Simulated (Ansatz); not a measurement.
# InSe: one crystal by all-electron and frozen-core methods, part 2 of 2

Aim: solve InSe at one geometry with LAPW, all electrons, PAW with frozen cores and datasets made for this crystal, and see where they agree.

Ansatz 0.2.0; DFT PBE; a database cell (COD). «Crystal datasets» are all-electron PAW datasets made for this crystal. The steps go on from the part before.

## 3. PAW with frozen cores

A COD entry behind a cell of this session may itself be a prediction, so a difference from it is no test against experiment.

The input, input.yaml:

```yaml
crystal:
  lattice:
    - [1.9999996503, 1.1547003365, 8.31667]
    - [-1.9999996503, 1.1547003365, 8.31667]
    - [0.0, -2.309400673, 8.31667]
  atoms:
    - { symbol: In, position: [0.0, 0.0, 0.0] }
    - { symbol: In, position: [0.1122, 0.1122, 0.1122] }
    - { symbol: Se, position: [0.6155, 0.6155, 0.6155] }
    - { symbol: Se, position: [0.83, 0.83, 0.83] }
kpoints:
  mp_grid: { grid: [7, 7, 7] }
  band_path:
    path:
      - [0.0, 0.0, 0.0]
      - [-0.5, -0.5, -0.5]
      - [-0.5, -0.1795180059, -0.8204819941]
      - [-0.1795180059, 0.1795180059, -0.5]
      - [0.0, 0.0, -0.5]
      - [0.0, 0.0, 0.0]
      - [0.0, 0.3397590029, -0.3397590029]
      - [-0.3397590029, 0.0, -0.6602409971]
      - [-0.5, 0.0, -0.5]
    npoints: 8
scf:
  occupations: { method: fermi_dirac, width: 0.03 }
hamiltonian:
  xc: pbe
  pseudopotentials: { kind: paw }
output:
  forces: true
  stress: true
  eigenvalues: true
  efg: { contact_densities: true }
  populations: true
  bader: true
  dos: { projected: true, de: 0.2, e_range: [-14, 8] }
```

Log:

```text
basis.fft_grid_basis auto: the FFT boxes are laid along the combinations [[1, 0, -1], [0, 1, -1], [0, 0, 1]] of the cell's own vectors, 4.000, 4.000 and 8.631 Å long. The dense box has 27×27×60 points. Along the cell's own vectors, as sized, it would have 60×60×60, 4.94 times as many. Of the 6 symmetry operations that the crystal satisfies within crystal.symmetry.tolerance (time reversal apart; of a slab, those that keep its plane) the dense box along the cell's own vectors carries 6, and the one as laid loses 4 of those. basis.fft_grid_basis: typed keeps the cell's own vectors: state it where this run's energies or levels are differenced outside the engine with another run's, or held beside a run that keeps those vectors.
In: output.efg is read without spin–orbit coupling, which moves field gradients at and beside such atoms by some per cent and up to a factor of two; PAW files take it under magnetization.noncollinear and magnetization.spin_orbit
Engine: ansatz 0.2.0
Pseudopotentials: kind: paw
Pseudopotential: In, paw, valence charge 13, recommended cutoff 420 eV (normal)
Pseudopotential: Se, paw, valence charge 16, recommended cutoff 420 eV (normal)
Functional definition: PBE
  parameter kappa = 0.804
  parameter beta = 0.06672455060314922
  exchange = pbe_x(kappa = kappa, mu = beta*pi^2/3)
  correlation = pbe_c(beta = beta)
Crystal: 4 atoms, lattice volume = 115.239 Å³
Basis set: ecut = 420 eV, 2283 PW (Γ), FFT grids on a1−a3, a2−a3, a3, exchange–correlation on 54×54×120 points (8 copies of the dense FFT grid, shifted against one another)
Bands: 35, of which v1, the nominal top of the filled ones, is band 29 counted from 1 (28 counted from 0)
Symmetry: 6 space group operations
Space group: R3m (ITA 160), of the structure as read, at distance tolerance 4.9e-5 Å
k-points: 44 of 343 (time reversal used)
Non-local potential: In, projectors of the file, l = 0: 2, l = 1: 2, l = 2: 2, l = 3: 2
Non-local potential: Se, projectors of the file, l = 0: 2, l = 1: 2, l = 2: 3, l = 3: 1
PAW form: soft (Blöchl's): semilocal exchange-correlation on the pseudo side does not see the compensation charge
PAW one-centre angular grid: In, 590 points (default); XC on 64 Gauss nodes
PAW one-centre angular grid: Se, 590 points (default); XC on 64 Gauss nodes
Initial density: superposition of atomic densities (neutral atoms: chi_scale 0, normalization atom), corrected by the library's trained network
Initial wavefunctions: pseudopotential atomic-orbital guess
Functional: x = pbe(κ = 0.804, μ = 0.2195149727645171), c = pbe(β = 0.06672455060314922)
SCF iter   1: F=—  HF=-22135.855521 eV  |F-HF|=—  |Δ(HF+E_count)|=         —  Δρ=1.67e-3  dr2=9.38e-3  ethr=1.77e-3  ⟨swp⟩=6.9  Hψ=6377  notcnv=0
preconditioner: auto → Resta (q_TF=auto, 2.433 Å⁻¹)  ε∞=3.3  [insulator: Δε(μ)=0.741 eV  Ē_g=14.003 eV  σ=0.030 eV  W_gap=1.00  n_scr=30 (ndim 8)  ℏωp=21.3 eV  f_vac=0.077  D(μ)=0.00/eV (n_scr^D=0)  ε∞_Penn≈3.3]
SCF iter   2: F=—  HF=-22135.851607 eV  |F-HF|=—  |Δ(HF+E_count)|=   3.91e-3  Δρ=7.74e-4  dr2=5.86e-4  ethr=1.62e-5  ⟨swp⟩=2.0  Hψ=2897  notcnv=0  defer=51
SCF iter   3: F=—  HF=-22135.851639 eV  |F-HF|=—  |Δ(HF+E_count)|=   3.20e-5  Δρ=3.80e-4  dr2=1.54e-4  ethr=1.01e-6  ⟨swp⟩=2.0  Hψ=2277  notcnv=0  defer=51
SCF iter   4: F=—  HF=-22135.851732 eV  |F-HF|=—  |Δ(HF+E_count)|=   9.31e-5  Δρ=1.07e-4  dr2=1.56e-5  ethr=2.65e-7  ⟨swp⟩=2.1  Hψ=1923  notcnv=0  defer=51
SCF iter   5: F=—  HF=-22135.851745 eV  |F-HF|=—  |Δ(HF+E_count)|=   1.22e-5  Δρ=2.60e-5  dr2=1.59e-6  ethr=2.69e-8  ⟨swp⟩=2.0  Hψ=2765  notcnv=0  defer=51
SCF iter   6: F=—  HF=-22135.851746 eV  |F-HF|=—  |Δ(HF+E_count)|=   9.84e-7  Δρ=8.64e-6  dr2=1.18e-7  ethr=2.75e-9  ⟨swp⟩=2.0  Hψ=2765  notcnv=0  defer=51
SCF iter   7: F=-22135.851746 eV  HF=-22135.851746 eV  |F-HF|=4.22e-9  |Δ(HF+E_count)|=   1.74e-7  Δρ=2.13e-6  dr2=6.07e-9  ethr=1.72e-10  ⟨swp⟩=8.2  Hψ=5648  notcnv=0
SCF 1 converged in 7 iterations: F = -22135.851746 eV  dr2 = 6.07e-9
NSCF: frozen V_eff on 65 k-points
SCF converged after 7 iterations
Free energy (F): -22135.851746 eV
Harris-Foulkes:  -22135.851746 eV  (|F-HF|=4.22e-9)
Internal energy: -22135.851746 eV  (E = F + TS)
E sigma→0 (E₀):  -22135.851746 eV
Entropy (-TS):   -0.000000 eV (-0.000 meV/atom)
Fermi energy:    7.725402 eV
--- Per-component energies (eV) ---
  E_band       = -902.165892
  E_kinetic    = 723.537556
  E_local      = -7839.672409  (includes V_loc(G=0)·N_el)
  E_nonlocal   = -457.102372
  E_hartree    = 3617.630358
  E_xc         = -639.136933
  E_vxc        = -395.066028  (∫ρ·V_xc dr)
  E_paw        = -12132.669780  (= ΣΔE_a)
  E_vpaw       = -169.124572  (= ΣTr[D̂ρ^β])
  E_aug_tail   = -0.001151  (compensation charges beyond the density's cutoff)
  E_ewald      = -5408.437017
  E_smearing   = -0.000000  (= −TS)
  E_closure    = -0.000000  (closes the sum)
  Σ components = -22135.851746   (vs F -22135.851746, Δ=0.00e0)
--- Forces (eV/Å), atoms counted from 1 ---
  atom   1  In     0.00000000     0.00000000     0.21593311
  atom   2  In     0.00000000     0.00000000    -0.21228134
  atom   3  Se     0.00000000     0.00000000    -0.16563060
  atom   4  Se     0.00000000    -0.00000000     0.16198895
  max |Σ_I F_I| component: 1.01e-5 eV/Å
--- Stress (GPa, compression-positive) ---
        3.131838       0.000000       0.000000
        0.000000       3.131838      -0.000000
        0.000000      -0.000000       2.432163
  P = ⅓ Tr σ = 2.8986 GPa (28.986 kbar)
--- PAW observables at the nuclei: V_zz in 10²¹ V/m², potentials from the cell's mean, atoms counted from 1 ---
  atom   1  In V_zz =   -10.678062   η = 0.0000   by run symmetry: allowed
            electrostatic potential = -7936.176528 V   contact ρ = 1133018.566996 e/Å³
  atom   2  In V_zz =   -10.703781   η = 0.0000   by run symmetry: allowed
            electrostatic potential = -7936.177560 V   contact ρ = 1133018.545877 e/Å³
  atom   3  Se V_zz =    -6.008791   η = 0.0000   by run symmetry: allowed
            electrostatic potential = -4710.144911 V   contact ρ = 262887.184400 e/Å³
  atom   4  Se V_zz =    -6.413935   η = 0.0000   by run symmetry: allowed
            electrostatic potential = -4710.143683 V   contact ρ = 262886.993031 e/Å³
--- Band table (eV; the first three rows and the last of 44) ---
  k-point 0: bands = ["-39.9973", "-39.9973", "-39.9950", "-39.9950", "-39.9702", "-39.9702", "-39.9693", "-39.9693", "-39.9600", "-39.9596", "-7.3327", "-7.1508", "-7.1508", "-7.0713", "-7.0713", "-7.0554", "-7.0554", "-6.8805", "-6.8805", "-6.8691", "-6.1211", "-5.6587", "1.1050", "4.0719", "5.8989", "6.1445", "6.1445", "6.2765", "6.2765", "9.2652", "9.5964", "11.8539", "11.8539", "12.6147", "12.9631"]
  k-point 1: bands = ["-39.9973", "-39.9972", "-39.9950", "-39.9949", "-39.9703", "-39.9702", "-39.9693", "-39.9693", "-39.9600", "-39.9595", "-7.3383", "-7.2222", "-7.1518", "-7.1472", "-7.0607", "-7.0568", "-7.0454", "-6.9177", "-6.8822", "-6.8061", "-5.8937", "-5.4730", "1.2553", "3.6749", "4.9765", "5.7463", "5.8938", "6.0689", "6.3746", "9.5990", "10.3079", "11.1231", "12.0345", "12.1776", "13.0898"]
  k-point 2: bands = ["-39.9973", "-39.9971", "-39.9950", "-39.9948", "-39.9703", "-39.9703", "-39.9693", "-39.9693", "-39.9600", "-39.9595", "-7.4065", "-7.2847", "-7.2708", "-7.1445", "-7.0730", "-7.0244", "-7.0172", "-6.9366", "-6.8856", "-6.7517", "-5.3842", "-5.0499", "1.4491", "2.7302", "3.7297", "5.4427", "5.4492", "5.6286", "6.3991", "9.2465", "9.5978", "11.3738", "11.7816", "12.2414", "13.9250"]
  k-point 43: bands = ["-39.9973", "-39.9972", "-39.9950", "-39.9949", "-39.9703", "-39.9702", "-39.9693", "-39.9693", "-39.9600", "-39.9595", "-7.3365", "-7.2128", "-7.1645", "-7.1475", "-7.0607", "-7.0566", "-7.0454", "-6.9222", "-6.8821", "-6.8060", "-5.7697", "-5.6082", "1.5453", "3.1852", "5.0775", "5.2799", "5.8189", "6.1549", "7.3327", "8.9794", "10.3297", "11.1948", "11.9234", "12.2914", "13.5478"]
--- Löwdin populations: 4 sites ---
  site symbol       q [e]
     0     In     12.7694
     1     In     12.7687
     2     Se     16.1807
     3     Se     16.1749
  spilling = 0.001833 (of n_electrons = 58.000000)
--- Bader charges: 4 sites ---
  site symbol  charge [e]  shift [e]
     0     In      0.6918     0.0018
     1     In      0.6910     0.0018
     2     Se     -0.6911     0.0018
     3     Se     -0.6917     0.0018
  estimated error of the sums over rays = 3.2e-4 e
```

It took 92 s on 1 thread, shared host.

Result: pressure 2.90 GPa; gap 0.39 eV, direct at T; largest force 0.216 eV/Å; Vzz In1 -10.68 (η = 0.00), In2 -10.70 (η = 0.00), Se3 -6.01 (η = 0.00), Se4 -6.41 (η = 0.00) (10²¹ V/m²).

```
atom  Bader charge (e)  basin volume (Å³)
 In1             +0.69              24.86
 In2             +0.69              24.98
 Se3             -0.69              32.82
 Se4             -0.69              32.58
```

## 4. Datasets made for this crystal

Edit input.yaml of step 3 so:

```diff
@@ -28,3 +28,3 @@
   xc: pbe
-  pseudopotentials: { kind: paw }
+  pseudopotentials: { kind: all_electron, datasets: crystal }
 output:
@@ -34,4 +34 @@
   efg: { contact_densities: true }
-  populations: true
-  bader: true
-  dos: { projected: true, de: 0.2, e_range: [-14, 8] }
```

Log (excerpt; [...] marks lines left out):

```text
[...]
In: output.efg is read without spin–orbit coupling, which moves field gradients at and beside such atoms by some per cent and up to a factor of two; PAW files take it under magnetization.noncollinear and magnetization.spin_orbit
[...]
Pseudopotentials: kind: all_electron
Pseudopotential: In, paw, valence charge 21, recommended cutoff 240 eV (normal), Koelling and Harmon's equation, gaussian nucleus
Pseudopotential: Se, paw, valence charge 16, recommended cutoff 240 eV (normal), Koelling and Harmon's equation, gaussian nucleus
Functional definition: PBE
[...]
Crystal: 4 atoms, lattice volume = 115.239 Å³
Basis set: ecut = 240 eV, 957 PW (Γ), FFT grids on a1−a3, a2−a3, a3, exchange–correlation on 48×48×90 points (8 copies of the dense FFT grid, shifted against one another)
Bands: 23, of which v1, the nominal top of the filled ones, is band 19 counted from 1 (18 counted from 0)
[...]
--- PAW observables at the nuclei: V_zz in 10²¹ V/m², potentials from the cell's mean, atoms counted from 1 ---
  atom   1  In V_zz =   -10.694612   η = 0.0000   by run symmetry: allowed
            electrostatic potential = -7936.068411 V   contact ρ = 1132959.663792 e/Å³
  atom   2  In V_zz =   -10.717603   η = 0.0000   by run symmetry: allowed
            electrostatic potential = -7936.069509 V   contact ρ = 1132959.640605 e/Å³
  atom   3  Se V_zz =    -6.087836   η = 0.0000   by run symmetry: allowed
            electrostatic potential = -4710.111348 V   contact ρ = 262957.640099 e/Å³
  atom   4  Se V_zz =    -6.495242   η = 0.0000   by run symmetry: allowed
            electrostatic potential = -4710.109520 V   contact ρ = 262957.448723 e/Å³
--- Band table (eV; the first three rows and the last of 44) ---
  k-point 0: bands = ["-5.5928", "-5.4087", "-5.4087", "-5.3271", "-5.3271", "-5.3123", "-5.3123", "-5.1397", "-5.1397", "-5.1290", "-4.3750", "-3.9129", "2.8496", "5.8152", "7.6450", "7.8904", "7.8904", "8.0226", "8.0226", "11.0132"]
[...]
```

Wall time 86 s (1 thread, shared host).

In short: pressure 2.91 GPa; gap 0.40 eV, direct at T; largest force 0.216 eV/Å; Vzz In1 -10.69 (η = 0.00), In2 -10.72 (η = 0.00), Se3 -6.09 (η = 0.00), Se4 -6.50 (η = 0.00) (10²¹ V/m²).

```
atom  contact density (e/Å³)
 In1                 1132960
 In2                 1132960
 Se3                262957.6
 Se4                262957.4
```

## 5. Side by side

Highest filled and lowest empty level at the labelled points (eV from each run's valence-band top):

```
point  LAPW top  LAPW bottom  PAW top  PAW bottom  crystal datasets top  crystal datasets bottom
    Γ     -1.23         1.76    -1.23        1.76                 -1.23                     1.76
    T      0.00         0.40     0.00        0.39                  0.00                     0.40
   H2     -1.79         1.65    -1.79        1.65                 -1.79                     1.65
   H0     -1.79         1.65    -1.79        1.65                 -1.79                     1.65
    L     -1.70         1.14    -1.70        1.13                 -1.70                     1.14
    Γ     -1.23         1.76    -1.23        1.76                 -1.23                     1.76
   S0     -1.76         1.71    -1.76        1.71                 -1.76                     1.71
   S2     -1.76         1.71    -1.76        1.71                 -1.76                     1.71
    F     -1.54         1.11    -1.54        1.11                 -1.54                     1.11
```

| method | pressure (GPa) | gap (eV) | largest force (eV/Å) | Vzz In1 (10²¹ V/m²) | Vzz In2 (10²¹ V/m²) | Vzz Se3 (10²¹ V/m²) | SCF cycles, all passes |
| --- | --- | --- | --- | --- | --- | --- | --- |
| LAPW | 2.91 | 0.40 | 0.216 | – | – | – | 10 |
| PAW | 2.90 | 0.39 | 0.216 | -10.68 | -10.70 | -6.01 | 7 |
| crystal datasets | 2.91 | 0.40 | 0.216 | -10.69 | -10.72 | -6.09 | 10 |

## 6. What came out

The summary covers parts 1 to 2.

| quantity | value |
| --- | --- |
| pressure | LAPW 2.91, PAW 2.90, crystal datasets 2.91 GPa |
| gap (LAPW) | 0.40 eV, direct at T |
| largest force | LAPW 0.216, PAW 0.216, crystal datasets 0.216 eV/Å |
| Bader charges (PAW) | In1 +0.69, In2 +0.69, Se3 -0.69, Se4 -0.69 e |

**Reading.** The pressure of 2.9 GPa pushes the cell to expand, with the atoms held in place. A gap opens: 0.40 eV, direct at T. It is the Kohn-Sham gap of a semilocal functional, which mostly lies below the gap found in experiment. Against the measured gap of InSe, 1.34 eV (an exciton energy, a little under the gap; 10 K; “The Interaction of Hydrogen with the van der Waals Crystal γ-InSe”, 2020, pmc:7321205), the calculated 0.40 eV is off by -70.3 %. 2 values of this kind are on record (1.25 to 1.34 eV); this one was drawn at random, those with a stated uncertainty first. Semilocal functionals fall short of gaps. The calculation has no temperature and no excitons, and leaves out spin-orbit coupling. The top eV of the valence band is mostly Se 4p (68 % of the projected weight). The projection holds only the free atom's occupied shells (In 5s, In 5p, Se 4s, Se 4p in this range). The field gradient at In2, the largest by crystal datasets, is -10.70 by PAW and -10.72 by crystal datasets (10²¹ V/m²), within 5 %. No spin–orbit coupling: at heavy atoms the gradients can be off by tens of per cent for that reason. PAW lies less than 0.01 GPa from LAPW in pressure and less than 0.01 eV in the gap. The forces differ by at most 1 meV/Å in a component, on a largest force of 0.216 eV/Å. LAPW took about 2.1 times as long as PAW (3.2 min against 92 s, on a shared host and with the outputs that each input asks for).
